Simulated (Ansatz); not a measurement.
Ti: equation of state with PBEsol

Crystal: Ti.

```
CELL_PARAMETERS angstrom
2.95000 0.00000 0.00000
-1.47500 2.55477 0.00000
0.00000 0.00000 4.68000
ATOMIC_POSITIONS crystal
Ti 0.66667 0.33333 0.75000
Ti 0.33333 0.66667 0.25000
```

```yaml
Program: Ansatz 0.2.0
Task: equation of state
Functional: PBEsol
Potentials_or_basis: all-electron LAPW, scalar-relativistic
Basis_error_allowed: 0.0005 eV/atom
k_mesh: 10 × 10 × 6
Occupations: fermi-dirac, width 0.05 eV
Spin: no spin polarisation
```

```
Equilibrium volume                        : 16.73 Å³/atom
Bulk modulus at fixed shape and positions : 118 GPa
Pressure derivative of the bulk modulus   : 3.5
```

Energy against volume, from the lowest point:
```csv
volume (Å³/atom),energy (meV/atom)
16.577,0.00
16.930,0.40
17.283,6.01
17.636,16.36
17.988,31.04
18.341,49.65
18.694,71.83
```

All runs of the series together: 59 s on 1 thread of Arm Neoverse V2, on a shared host.

Caveat: the cell was scaled at fixed shape and fractional positions, which overstates the stiffness of a crystal with free parameters, most of all of layers and chains.
